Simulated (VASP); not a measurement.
# SnSe: from the relaxed cell to its vibrations, part 2 of 2

What lattice, stiffness and vibrations does SnSe have at one level of theory? The starting structure is a measured crystal structure from the Crystallography Open Database. All runs use LDA.

VASP 6.6.1.

So far. Step 3 (Elastic constants): The elastic tensor has C11 = 161.4, C12 = 12.2, C44 = 19.3 GPa; its Hill averages are a bulk modulus of 61.9 and a shear modulus of 34.4 GPa. Step 4 (Modes of the relaxed cell): The zone-centre modes at 25.466 Å³ an atom are T1u 49.0 cm⁻¹.

## (5) Modes at 0.97 of that volume

Level of this step: LDA; plane waves and PAW (Sn_d, Se) (VASP).

Shape and positions were first relaxed at this volume, in a run that isn't shown.

Contents of INCAR:

```
SYSTEM = SnSe
PREC = Accurate
ENCUT = 500
EDIFF = 1E-08
NELM = 100
ISMEAR = 0
SIGMA = 0.03
LREAL = .FALSE.
ALGO = Normal
GGA = CA
NBANDS = 16
LORBIT = 11
LWAVE = .FALSE.
LCHARG = .FALSE.
KPAR = 4
IBRION = 8
LEPSILON = .TRUE.
LPEAD = .TRUE.
ISIF = 2
```

Contents of POSCAR:

```
SnSe
1.0
    0.0000000000      2.9123709325      2.9123709325
    2.9123709325      0.0000000000      2.9123709325
    2.9123709325      2.9123709325      0.0000000000
Sn Se
1 1
Direct
    0.0000000000      0.0000000000      0.0000000000
    0.5000000000      0.5000000000      0.5000000000
```

Contents of KPOINTS:

```
Automatic mesh
0
Gamma
12 12 12
0 0 0
```

Potentials, in the order of the species: Sn_d and Se (LDA family, release 64).

Command:

```
$ mpirun -np 4 vasp_std
```

What it wrote:

```text
[... set-up lines as in an earlier step ...]
 entering main loop
       N       E                     dE             d eps       ncg     rms          rms(c)
DAV:   1     0.127064552917E+03    0.12706E+03   -0.98048E+03  2344   0.156E+03
DAV:   2     0.132051778282E+01   -0.12574E+03   -0.12258E+03  2576   0.366E+02
DAV:   3    -0.938031179773E+01   -0.10701E+02   -0.10637E+02  2880   0.914E+01
DAV:   4    -0.962633973891E+01   -0.24603E+00   -0.24598E+00  2800   0.154E+01
[...]
DAV:  11    -0.948272720380E+01   -0.61809E-06   -0.50264E-06  3168   0.183E-02    0.342E-03
DAV:  12    -0.948272716353E+01    0.40277E-07   -0.43333E-07  2984   0.980E-03    0.125E-03
DAV:  13    -0.948272716200E+01    0.15298E-08   -0.32650E-08  2864   0.213E-03
   1 F= -.94827272E+01 E0= -.94827272E+01  d E =-.204271E-09
 Linear response reoptimize wavefunctions to high precision
DAV:   1    -0.948272716036E+01    0.16353E-08   -0.91039E-09  3032   0.898E-04
DAV:   2    -0.948272716041E+01   -0.44565E-10   -0.35177E-10  1680   0.139E-04
 Linear response to external field (no local field effect), progress :
[...]
RMM:  13    -0.220574738337E+00   -0.86774E-08    0.55558E-08 10906   0.627E-05    0.282E-06
 first order change of Fermi-energy   0.58609E-03
 force on displaced ion       1 direction 1 :  -0.800   0.000   0.000
 Born effective charge ion    1 direction 1 : -23.261   0.000   0.000
 Linear response progress:
  Degree of freedom:   2/  2
       N       E                     dE             d eps       ncg     rms          rms(c)
RMM:   1    -0.826754807041E-01   -0.82675E-01    0.93054E-02 11090   0.128E+00
RMM:   2    -0.827674607493E-01   -0.91980E-04   -0.20403E-03  9445   0.234E-01    0.723E-02
RMM:   3    -0.830090301011E-01   -0.24157E-03   -0.16039E-04  9787   0.686E-02    0.369E-02
RMM:   4    -0.833368046816E-01   -0.32777E-03   -0.44853E-05  9679   0.403E-02    0.729E-03
[...]
RMM:  10    -0.833479999670E-01    0.56083E-07    0.12198E-07 10831   0.478E-05    0.258E-06
RMM:  11    -0.833480139183E-01   -0.13951E-07   -0.80466E-08 10308   0.247E-05    0.185E-06
RMM:  12    -0.833480160285E-01   -0.21102E-08    0.65812E-09  8048   0.189E-05    0.690E-07
 first order change of Fermi-energy  -0.81097E-03
 force on displaced ion       2 direction 1 :  -0.773   0.000   0.000
 Born effective charge ion    2 direction 1 :  25.326   0.000   0.000
 Born effective charges drift removed
 Linear response finished
```

The job ended after 4.3 min (4 MPI ranks of AMD EPYC 7R43, shared host; peak memory 2.2 GiB; 17 min of CPU time).

OUTCAR, selected parts (step 5):

```text
  Total        0.7781685      0.7781685      0.7781685     -0.0000000     -0.0000000     -0.0000000
  in kB       25.2356305     25.2356305     25.2356305     -0.0000000     -0.0000000     -0.0000000
  external PRESSURE =      25.2356305 kB  Pullay stress =       0.0000000 kB

 POSITION                                       TOTAL-FORCE (eV/Angst)
 -----------------------------------------------------------------------------------
      0.00000      0.00000      0.00000         0.000000     -0.000000      0.000000
      2.91237      2.91237      2.91237        -0.000000      0.000000     -0.000000
 -----------------------------------------------------------------------------------
    total drift:                               -0.000000      0.000000      0.000000

 MACROSCOPIC STATIC DIELECTRIC TENSOR (including local field effects in DFT)
 ------------------------------------------------------
       91968.012536    -0.000000    -0.000000
           0.000000 91968.012536    -0.000000
           0.000000     0.000000 91968.012536
 ------------------------------------------------------

 MACROSCOPIC STATIC DIELECTRIC TENSOR IONIC CONTRIBUTION
 ------------------------------------------------------
         992.842151     0.000000    -0.000000
           0.000000   992.842151    -0.000000
          -0.000000    -0.000000   992.842151
 ------------------------------------------------------

[... 1 part as in an earlier step ...]

[... 1 further part left out ...]
```

The zone-centre modes at 24.702 Å³ an atom are T1u 67.1 cm⁻¹.

## (6) Modes at 1.03 of that volume

Shape and positions were first relaxed at this volume, in a run that isn't shown.

INCAR is that of step 5.

Contents of POSCAR:

```
SnSe
1.0
    0.0000000000      2.9712225649      2.9712225649
    2.9712225649      0.0000000000      2.9712225649
    2.9712225649      2.9712225649      0.0000000000
Sn Se
1 1
Direct
    0.0000000000      0.0000000000      0.0000000000
    0.5000000000      0.5000000000      0.5000000000
```

KPOINTS is that of step 5.

Command:

```
$ mpirun -np 4 vasp_std
```

What it wrote:

```text
[... set-up lines as in an earlier step ...]
 entering main loop
       N       E                     dE             d eps       ncg     rms          rms(c)
DAV:   1     0.127420772332E+03    0.12742E+03   -0.97648E+03  2328   0.151E+03
DAV:   2     0.144171860177E+01   -0.12598E+03   -0.12282E+03  2496   0.361E+02
DAV:   3    -0.941502199513E+01   -0.10857E+02   -0.10815E+02  2912   0.917E+01
DAV:   4    -0.966259855192E+01   -0.24758E+00   -0.24752E+00  2760   0.155E+01
[...]
DAV:  11    -0.949434749578E+01   -0.52705E-06   -0.43370E-06  3160   0.167E-02    0.251E-03
DAV:  12    -0.949434745585E+01    0.39925E-07   -0.43482E-07  2976   0.103E-02    0.622E-04
DAV:  13    -0.949434745945E+01   -0.35998E-08   -0.28887E-08  2744   0.150E-03
   1 F= -.94943475E+01 E0= -.94943475E+01  d E =-.125373E-15
 Linear response reoptimize wavefunctions to high precision
DAV:   1    -0.949434745807E+01    0.13874E-08   -0.66353E-09  2944   0.969E-04
DAV:   2    -0.949434745810E+01   -0.36835E-10   -0.47186E-10  1688   0.157E-04
 Linear response to external field (no local field effect), progress :
[...]
RMM:  15    -0.221023284913E+00    0.63507E-08    0.91239E-09  8012   0.411E-05    0.244E-06
 first order change of Fermi-energy   0.35726E-03
 force on displaced ion       1 direction 1 :  -0.107   0.000   0.000
 Born effective charge ion    1 direction 1 :   6.431   0.000   0.000
 Linear response progress:
  Degree of freedom:   2/  2
       N       E                     dE             d eps       ncg     rms          rms(c)
RMM:   1    -0.831685602615E-01   -0.83169E-01    0.92097E-02 11011   0.124E+00
RMM:   2    -0.832936484060E-01   -0.12509E-03   -0.20337E-03  9464   0.229E-01    0.690E-02
RMM:   3    -0.835303587142E-01   -0.23671E-03   -0.17580E-04  9835   0.700E-02    0.347E-02
RMM:   4    -0.838482787494E-01   -0.31792E-03   -0.42129E-05  9694   0.374E-02    0.717E-03
[...]
RMM:   9    -0.838596560360E-01    0.44132E-06    0.56775E-07 10156   0.108E-04    0.132E-05
RMM:  10    -0.838595940890E-01    0.61947E-07    0.17710E-07 10882   0.433E-05    0.225E-06
RMM:  11    -0.838595992570E-01   -0.51680E-08   -0.53378E-08 10021   0.254E-05    0.205E-06
 first order change of Fermi-energy  -0.58630E-03
 force on displaced ion       2 direction 1 :  -0.099   0.000   0.000
 Born effective charge ion    2 direction 1 :  -6.538   0.000   0.000
 Born effective charges drift removed
 Linear response finished
```

Run time: 3.8 min. Hardware: 4 MPI ranks; peak memory 2.3 GiB; 15 min of CPU time.

From OUTCAR (step 6):

```text
  Total       -0.3909996     -0.3909996     -0.3909996      0.0000000      0.0000000      0.0000000
  in kB      -11.9412927    -11.9412927    -11.9412927      0.0000000      0.0000000      0.0000000
  external PRESSURE =     -11.9412927 kB  Pullay stress =       0.0000000 kB

 POSITION                                       TOTAL-FORCE (eV/Angst)
 -----------------------------------------------------------------------------------
      0.00000      0.00000      0.00000         0.000000      0.000000      0.000000
      2.97122      2.97122      2.97122        -0.000000     -0.000000     -0.000000
 -----------------------------------------------------------------------------------
    total drift:                                0.000000     -0.000000     -0.000000

 MACROSCOPIC STATIC DIELECTRIC TENSOR (including local field effects in DFT)
 ------------------------------------------------------
         230.933265     0.000000     0.000000
           0.000000   230.933265     0.000000
          -0.000000    -0.000000   230.933265
 ------------------------------------------------------

 MACROSCOPIC STATIC DIELECTRIC TENSOR IONIC CONTRIBUTION
 ------------------------------------------------------
        1125.215957     0.000000     0.000000
           0.000000  1125.215957     0.000000
           0.000000     0.000000  1125.215957
 ------------------------------------------------------

[... 1 part as in an earlier step ...]

[... 1 further part left out ...]
```

The zone-centre modes at 26.230 Å³ an atom are T1u 24.2 cm⁻¹.

## (7) Comparison

```tsv
run	volume (Å³/atom)	T1u	core minutes
relaxation	25.466	-	0.267
elastic constants	25.466	-	25.3
modes of the relaxed cell	25.466	49.0	16.9
modes at 0.97 of that volume	24.702	67.1	17.3
modes at 1.03 of that volume	26.23	24.2	15.1
```

Modes are in cm⁻¹, degenerate ones as one, matched by symmetry and order. A number in brackets counts the listed modes of one symmetry from the lowest. The symmetry labels come from an automatic analysis and can be wrong where levels nearly coincide. Core minutes are wall time times ranks of the run shown, on a shared host.

## (8) Outcome

| Property | Result |
| --- | --- |
| relaxed volume | 25.47 Å³/atom |
| bulk modulus from two volumes | 61.3 GPa |
| Hill shear modulus | 34.4 GPa |
| mode T1u | 49.0 cm⁻¹ |
| Grüneisen parameter of T1u | 16.97 |

**Reading.** At the LDA level SnSe relaxes to 25.47 Å³ an atom. The bulk modulus is 61.3 GPa from the pressures at two volumes and 61.9 GPa as the Hill average of the elastic tensor, so the two routes agree. The mode Grüneisen parameters, from the cells at 0.97 and 1.03 of the volume, come to 16.97 (T1u). For T1u the slope differs between compression and expansion, so this parameter is only a rough mean. The elastic run, on an 8×8×8 mesh, has the same modes within 4.8 cm⁻¹. On the mesh of the mode run the relaxed cell still holds 0.52 GPa, so the volume, relaxed on a 6×6×6 mesh, is off by about 0.8 %, which bears on soft modes. The dielectric constants and Born charges in the logs aren't compared here; at a small gap they can be far off, and in a run without a gap they mean nothing. The frequencies are harmonic, and the splitting of polar modes by their long-range field is left out. All values are for a static lattice. Further runs on this material are not shown.

[Lines on the potential files, build, host, timing and source positions are cut from VASP's logs without a mark.]

[Logs are printed without paths, hosts, clocks, repeated set-up lines and the standing remarks that a program may print on its own settings, such as how far it seeks lower states.]

[Hosts, paths, dates, database ids (printed as entryN), source tags and the programs' standing remarks are cut or masked in the printed files.]
